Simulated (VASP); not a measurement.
Set up this calculation in VASP 6.6.1, as the native input.

```
Task                               : band structure
Functional                         : HSE06
Potentials or basis                : VASP PAW PBE potentials, release 64 (Ba_sv, O)
Cutoff                             : 520 eV
k mesh                             : 6 × 6 × 6
Occupations                        : gaussian, width 0.02 eV
Spin                               : no spin polarisation
Grid for exact exchange (PRECFOCK) : Fast
Screening parameter                : 0.2 1/A
Further INCAR settings             : ALGO = Normal; EDIFF = 1e-07; NBANDS = 15
```

BaO:

```xyz
2
Lattice="0.0000 2.8066 2.8066 2.8066 0.0000 2.8066 2.8066 2.8066 0.0000" Properties=species:S:1:pos:R:3 pbc="T T T"
Ba    0.0000    0.0000    0.0000
O     2.8066    2.8066    2.8066
```

The cell was built by a generator and needn't be a form met in nature.

These files were run (other wordings do the same):

POSCAR

```
BaO                                     
1.0
    0.0000000000      2.8066082545      2.8066082545
    2.8066082545     -0.0000000000      2.8066082545
    2.8066082545      2.8066082545     -0.0000000000
  Ba              O             
     1     1
Direct
     0.0000000000000000    0.0000000000000000    0.0000000000000000
     0.5000000000000000    0.5000000000000000    0.5000000000000000
```

INCAR.step1

```
SYSTEM = BaO
  ALGO = Normal
  EDIFF = 1E-5
  ENCUT = 520
  GGA = PE
  ISIF = 2
  ISMEAR = 0
  KPAR = 4
  LASPH = .TRUE.
  LCHARG = .FALSE.
  LREAL = .FALSE.
  LWAVE = .TRUE.
  NBANDS = 15
  NELM = 60
  PREC = Accurate
  SIGMA = 0.02
```

INCAR.step2

```
SYSTEM = BaO
  ALGO = Normal
  EDIFF = 1E-7
  ENCUT = 520
  GGA = PE
  HFSCREEN = 0.2
  ISIF = 2
  ISMEAR = 0
  ISTART = 1
  KPAR = 4
  LASPH = .TRUE.
  LCHARG = .FALSE.
  LHFCALC = .TRUE.
  LREAL = .FALSE.
  LWAVE = .FALSE.
  NBANDS = 15
  NELM = 60
  PREC = Accurate
  PRECFOCK = Fast
  SIGMA = 0.02
```

KPOINTS

```
k-points
0
G
  6 6 6
  0 0 0
```

KPOINTS_OPT

```
path GXWKGLUWLK,UX
10
line-mode
reciprocal
 0.0000000000  0.0000000000  0.0000000000  G
 0.5000000000  0.0000000000  0.5000000000  X

 0.5000000000  0.0000000000  0.5000000000  X
 0.5000000000  0.2500000000  0.7500000000  W

 0.5000000000  0.2500000000  0.7500000000  W
 0.3750000000  0.3750000000  0.7500000000  K

 0.3750000000  0.3750000000  0.7500000000  K
 0.0000000000  0.0000000000  0.0000000000  G

 0.0000000000  0.0000000000  0.0000000000  G
 0.5000000000  0.5000000000  0.5000000000  L

 0.5000000000  0.5000000000  0.5000000000  L
 0.6250000000  0.2500000000  0.6250000000  U

 0.6250000000  0.2500000000  0.6250000000  U
 0.5000000000  0.2500000000  0.7500000000  W

 0.5000000000  0.2500000000  0.7500000000  W
 0.5000000000  0.5000000000  0.5000000000  L

 0.5000000000  0.5000000000  0.5000000000  L
 0.3750000000  0.3750000000  0.7500000000  K

 0.6250000000  0.2500000000  0.6250000000  U
 0.5000000000  0.0000000000  0.5000000000  X
```

Potentials or basis: VASP PAW PBE potentials, release 64 (Ba_sv, O).

Run with:

```sh
$ cat potpaw_PBE.64/Ba_sv/POTCAR potpaw_PBE.64/O/POTCAR > POTCAR
$ cp INCAR.step1 INCAR
$ mpirun -np 4 vasp_std > vasp.out
$ cp INCAR.step2 INCAR
$ mpirun -np 4 vasp_std > vasp.out
```

It gave:

```yaml
Pressure: -1.6 GPa
Band_gap_on_the_k_mesh: 3.40 eV, direct
Band_gap_along_the_path: 3.40 eV, direct
```

Caveat: the PAW data sets were made with another functional, which shifts forces and pressure a little; spin-orbit coupling is left out, which moves the levels of the heavy elements.

Wall time 18 min on 4 MPI ranks on Intel(R) Xeon(R) 6975P-C (Granite Rapids) (shared host), peak memory 0.37 GiB a rank.
